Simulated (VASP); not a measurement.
# NaCl (zincblende): one PBEsol single-point calculation in two programs

```yaml
crystal:
  lattice:
    - [0.00000, 3.08727, 3.08727]
    - [3.08727, 0.00000, 3.08727]
    - [3.08727, 3.08727, 0.00000]
  atoms:
    - { symbol: Na, position: [0.00000, 0.00000, 0.00000] }
    - { symbol: Cl, position: [0.25000, 0.25000, 0.25000] }
```

The two codes use different PAW datasets and cutoffs. VASP's cell holds 14 valence electrons and Ansatz's 16. Ansatz's stress includes a Pulay correction; VASP's doesn't.

Cutoffs: 520 eV in VASP, 420 eV in Ansatz. k meshes: 8×8×8 and 8×8×8.

```json
{"": "gap between bands v and c", "VASP": "4.84 eV", "Ansatz": "4.84 eV"}
{"": "least direct gap", "VASP": "4.84 eV", "Ansatz": "4.84 eV"}
{"": "pressure", "VASP": "0.1 GPa", "Ansatz": "0.0 GPa"}
```

Band v is the last that the valence electrons fill when counted band by band, and c is the next. Levels in eV from the top of v, Ansatz:

```tsv
point	v−1	v	c	c+1
Γ	0.00	0.00	4.84	11.07
X	-0.31	-0.31	6.92	8.95
W	-0.64	-0.35	7.73	9.46
K	-0.58	-0.23	7.57	9.03
L	-0.09	-0.09	7.48	8.82
```

VASP:

```csv
point,v−1,v,c,c+1
Γ,0.00,0.00,4.84,11.15
X,-0.31,-0.31,6.93,8.98
W,-0.64,-0.35,7.75,9.48
K,-0.58,-0.23,7.58,9.05
L,-0.09,-0.09,7.49,8.82
```
